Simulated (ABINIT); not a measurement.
# CdS (Greenockite): G0W0 in ABINIT against the bands in the self-energy, part 2 of 2

Aim: move the bands in the self-energy of a G0W0 run on CdS (Greenockite) over a wide range.

ABINIT 10.8.3; PBE and many-body steps on it, plane waves. Known limits of the many-body steps: not at the basis limit; no spin-orbit coupling; coarse k mesh.

So far. Step 2 (Screening, 3×3×2 mesh, 189 bands, screening to 176.9 eV): Local fields lower ε∞ by 6 %. On a Γ-centred mesh this coarse the value itself is usually too large, while a short band sum pulls it down.

The database entry behind the starting cell differs from later determinations by our own check (about 0.35 % long), so it need not match the best structure at ambient conditions.

### 5. 67 bands

Level of this step: G0W0 on PBE, plane waves, norm-conserving pseudopotentials (ABINIT).

The self-energy is evaluated for the states that the input lists, and the levels follow from it, in one-shot runs by the linearised quasiparticle equation.

run.abi

```
acell 3*1.0 Angstrom
rprim 
  4.149999999997 0.000000000001 0.000000000000
  -2.074999999999 3.594005425702 0.000000000000
  0.000000000000 0.000000000000 6.737000000000
ntypat 2
znucl 48 16
natom 4
typat 1 1 2 2
xred 
  0.333333333333 0.666666666667 0.000000000000
  0.666666666667 0.333333333333 0.500000000000
  0.333333333333 0.666666666667 0.375000000000
  0.666666666667 0.333333333333 0.875000000000
pp_dirpath "pseudos"
pseudos "Cd.upf, S.upf"
ecut 47
ngkpt 3 3 2
nshiftk 1
shiftk 0 0 0
kptopt 1
chksymbreak 0
istwfk *1
occopt 1
irdwfk 1
optdriver 4
nband 67
gwcalctyp 0
ecutsigx 47
symsigma 1
nkptgw 1
kptgw 
  0.0000000000 0.0000000000 0.0000000000
bdgw 
  25 28
ecuteps 6.5
irdscr 1
ppmodel 1
indata_prefix "in"
outdata_prefix "out"
tmpdata_prefix "tmp"
```

Run with:

```sh
$ OMP_NUM_THREADS=1 mpirun -n 4 abinit run.abi > log
```

The program printed:

```text
.Version 10.8.3 of ABINIT. v10.8.2 released Aug 2026.

 Symmetries : space group P6_3 m c (#186); Bravais hP (primitive hexag.)
[... echo of the input left out ...]
== DATASET  1 ==================================================================
-   mpi_nproc: 4, omp_nthreads: 1 (-1 if OMP is not activated)

--- !DatasetInfo
iteration_state: {dtset: 1, }
dimensions: {natom: 4, nkpt: 6, mband: 67, nsppol: 1, nspinor: 1, nspden: 1, mpw: 10458, }
cutoff_energies: {ecut:  47.0, pawecutdg:  -1.0, }
[...]
26   4.259 -15.271 -18.229   2.872   0.783  -0.277 -15.338  -0.067   4.192
       27   5.434 -10.670  -6.577  -3.250   0.817  -0.225  -9.982   0.688   6.122
       28   7.023 -11.014  -6.546  -3.413   0.819  -0.221 -10.151   0.863   7.886

== END DATASET(S) ==============================================================
================================================================================

 -outvars: echo values of variables after computation  --------
           etotal      0.0000000000E+00
            nband          67
             nkpt           6
          spgroup         186
 [... the other variables as echoed above ...]

 Calculation completed.
```

Elapsed: 8.6 s, on 4 MPI ranks of Intel Xeon Platinum 8488C (Sapphire Rapids), shared host; peak memory 1.4 GiB; 33 s of CPU time.

This step gave:

| Property | Result |
| --- | --- |
| G0W0 gap on the points computed | 1.930 eV |
| starting gap on the mesh | 1.175 eV |
| k of the valence top | 0, 0, 0 |
| k of the conduction bottom | 0, 0, 0 |
| least direct G0W0 gap on the computed points | 1.930 eV |

The gap on the mesh goes from 1.18 eV to 1.93 eV, a correction of +0.75 eV.

### 6. 121 bands

Edit run.abi of step 5 so:

```diff
@@ -26,3 +26,3 @@
 optdriver 4
-nband 67
+nband 121
 gwcalctyp 0
```

The program printed:

```text
.Version 10.8.3 of ABINIT. v10.8.2 released Aug 2026.

 Symmetries : space group P6_3 m c (#186); Bravais hP (primitive hexag.)
[... echo of the input left out ...]
== DATASET  1 ==================================================================
-   mpi_nproc: 4, omp_nthreads: 1 (-1 if OMP is not activated)

--- !DatasetInfo
iteration_state: {dtset: 1, }
dimensions: {natom: 4, nkpt: 6, mband: 121, nsppol: 1, nspinor: 1, nspden: 1, mpw: 10458, }
cutoff_energies: {ecut:  47.0, pawecutdg:  -1.0, }
[...]
26   4.259 -15.271 -18.229   2.450   0.779  -0.283 -15.667  -0.396   3.863
       27   5.434 -10.670  -6.577  -3.603   0.813  -0.230 -10.272   0.398   5.832
       28   7.023 -11.014  -6.546  -3.809   0.815  -0.228 -10.477   0.537   7.560

== END DATASET(S) ==============================================================
================================================================================

 -outvars: echo values of variables after computation  --------
           etotal      0.0000000000E+00
            nband         121
             nkpt           6
          spgroup         186
 [... the other variables as echoed above ...]

 Calculation completed.
```

Wall time 15 s (4 MPI ranks); peak memory 1.5 GiB.

This step gave:

```yaml
g0w0_gap_on_the_points_computed: 1.969 eV
starting_gap_on_the_mesh: 1.175 eV
k_of_the_valence_top: 0, 0, 0
k_of_the_conduction_bottom: 0, 0, 0
least_direct_g0w0_gap_on_the_computed_points: 1.969 eV
```

Against the run before, the gap moves by +0.039 eV.

### 7. 189 bands

Edit run.abi of step 6 so:

```diff
@@ -26,3 +26,3 @@
 optdriver 4
-nband 121
+nband 189
 gwcalctyp 0
```

The program printed:

```text
.Version 10.8.3 of ABINIT. v10.8.2 released Aug 2026.

 Symmetries : space group P6_3 m c (#186); Bravais hP (primitive hexag.)
[... echo of the input left out ...]
== DATASET  1 ==================================================================
-   mpi_nproc: 4, omp_nthreads: 1 (-1 if OMP is not activated)

--- !DatasetInfo
iteration_state: {dtset: 1, }
dimensions: {natom: 4, nkpt: 6, mband: 189, nsppol: 1, nspinor: 1, nspden: 1, mpw: 10458, }
cutoff_energies: {ecut:  47.0, pawecutdg:  -1.0, }
[...]
26   4.259 -15.271 -18.229   2.253   0.778  -0.285 -15.819  -0.549   3.710
       27   5.434 -10.670  -6.577  -3.731   0.812  -0.231 -10.376   0.294   5.728
       28   7.023 -11.014  -6.546  -3.953   0.814  -0.229 -10.595   0.419   7.441

== END DATASET(S) ==============================================================
================================================================================

 -outvars: echo values of variables after computation  --------
           etotal      0.0000000000E+00
            nband         189
             nkpt           6
          spgroup         186
 [... the other variables as echoed above ...]

 Calculation completed.
```

Run time: 17 s. Hardware: 4 MPI ranks; peak memory 1.8 GiB; 68 s of CPU time.

This step gave:

```
G0W0 gap on the points computed              : 2.018 eV
starting gap on the mesh                     : 1.175 eV
k of the valence top                         : 0, 0, 0
k of the conduction bottom                   : 0, 0, 0
least direct G0W0 gap on the computed points : 2.018 eV
```

Against the run before, the gap moves by +0.049 eV.

### 8. The runs together

Times are wall times on 4 MPI ranks of Intel Xeon Platinum 8488C (Sapphire Rapids), shared host, good to a factor of about two. A run's time includes the screening step that it read.

```tsv
run	mesh	bands	screening cutoff (eV)	DFT gap (eV)	gap on the mesh (eV)	direct (eV)	ε∞ used	time
34 bands	3×3×2	34	176.9	1.175	1.750	1.750	13.91	2.1 min
40 bands	3×3×2	40	176.9	1.175	1.826	1.826	13.91	2.1 min
67 bands	3×3×2	67	176.9	1.175	1.930	1.930	13.91	2.1 min
121 bands	3×3×2	121	176.9	1.175	1.969	1.969	13.91	2.2 min
189 bands	3×3×2	189	176.9	1.175	2.018	2.018	13.91	2.3 min
```

### 9. What came out

* 34 bands: 1.750 eV
* 40 bands: 1.826 eV
* 67 bands: 1.930 eV
* 121 bands: 1.969 eV
* 189 bands: 2.018 eV
* known limits: not at the basis limit; no spin-orbit coupling; coarse k mesh

The setting moved: bands in the self-energy. From 34 bands to 189 bands the gap moves by +0.27 eV. The last step still moves it by +0.049 eV. Bands and screening cutoff are coupled, so a series along one setting does not show full convergence. Bands and cutoff are finite, so the gap is not at the basis limit. The miss can reach some tenths of an eV and take either sign; the mesh is an error of its own. In the G0W0 runs levels were corrected at 1 k point alone, so a gap called «on the mesh» is the least over those, and an edge elsewhere would be missed. The 3×3×2 mesh is coarse for this cell, which bears on the long-range parts of exchange and screening. The many-body steps are scalar-relativistic: spin-orbit coupling is not in them.

[Paths, hosts, dates, memory and timing lines, banners, echoed tables and standing remarks are left out of the program output.]

[Logs are printed without paths, hosts, clocks, repeated set-up lines and the standing remarks that a program may print on its own settings, such as how far it seeks lower states.]

[Runs of the session that timed out or met a known fault of the program may be left out.]

[Hosts, paths, dates, database ids (printed as entryN), source tags and the programs' standing remarks are cut or masked in the printed files.]

[G0W0 gaps are taken among the corrected bands and points alone; a level outside them can change the order at an edge.]

[Where Ansatz stands beside ABINIT at settings called matched, ABINIT's density can come from a denser mesh and the files from another edition; pairs whose starting gaps differed by over 0.03 eV were left out, so agreement reads better than it is.]
